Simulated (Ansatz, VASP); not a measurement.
**One calculation of GaN, two programs**

The input INCAR:

```
SYSTEM = GaN
  ALGO = Normal
  EDIFF = 1E-7
  ENCUT = 520
  GGA = PS
  ISIF = 2
  ISMEAR = -1
  LASPH = .TRUE.
  LCHARG = .FALSE.
  LREAL = .FALSE.
  LWAVE = .FALSE.
  NBANDS = 26
  NELM = 80
  PREC = Accurate
  SIGMA = 0.05
```

The input KPOINTS:

```
k-points
0
G
  10 10 5
  0 0 0
```

The input POSCAR:

```
GaN
1.0
    3.2010602164      0.0000000000      0.0000000000
   -1.6005301082      2.7721994664      0.0000000000
    0.0000000000      0.0000000000      5.2002129176
Ga N
2 2
Direct
    0.6666666667      0.3333333333      0.5000000000
    0.3333333333      0.6666666667      0.0000000000
    0.6666666667      0.3333333333      0.8750000000
    0.3333333333      0.6666666667      0.3750000000
```

File input.yaml:

```yaml
crystal:
  lattice:
    - [3.2010602164, 0.0, 0.0]
    - [-1.6005301082, 2.7721994664, 0.0]
    - [0.0, 0.0, 5.2002129176]
  atoms:
    - { symbol: Ga, position: [0.6666666667, 0.3333333333, 0.5] }
    - { symbol: Ga, position: [0.3333333333, 0.6666666667, 0.0] }
    - { symbol: "N", position: [0.6666666667, 0.3333333333, 0.875] }
    - { symbol: "N", position: [0.3333333333, 0.6666666667, 0.375] }
hamiltonian:
  xc: pbesol
  pseudopotentials: { kind: paw }
kpoints:
  mp_grid: { grid: [10, 10, 5] }
scf:
  occupations: { method: fermi_dirac, width: 0.05 }
output:
  forces: true
  stress: true
  eigenvalues: true
```

Change from the starting cell: volume scaled by 1.02.

Alike in both runs: task single point; functional PBEsol; k mesh 10 × 10 × 5; occupations fermi-dirac, width 0.05 eV; no spin polarisation.

|  | VASP | Ansatz |
| --- | --- | --- |
| version | VASP 6.6.1 | Ansatz 0.2.0 |
| potentials or method | VASP PAW PBE potentials, release 64 (Ga_d, N) | Ansatz PAW |
| plane-wave cutoff (eV) | 520 | 420 |
| valence electrons in the cell | 36 | 36 |

|  | VASP | Ansatz | Ansatz less VASP |
| --- | --- | --- | --- |
| gap on the k mesh at the Fermi level (eV) | 1.79 | 1.78 | -0.018 |
| least direct gap on the mesh (eV) | 1.79 | 1.78 | -0.018 |
| pressure (GPa) | -2.8 | -2.6 | +0.19 |
| largest component of the traceless stress (GPa) | 1.29 | 1.29 | -0.007 |
| rms of the force components (eV/Å) | 0.073 | 0.074 | +0.0010 |

Atom by atom the forces differ by 0.001 eV/Å (rms over components). With one functional, cell and mesh, what is left measures potentials, basis and numerics.

Caveats: the PAW data sets were made with another functional, which shifts forces and pressure a little (VASP); odd divisions of the mesh miss points on the zone boundary, where band edges often lie, so the gap on the mesh can be too wide (Ansatz); the pressure holds a Pulay correction of +0.5 GPa for the finite cutoff (Ansatz); the PAW data sets come from PBE, with cores solved anew for the run's functional, which leaves a small shift of forces and pressure (Ansatz).
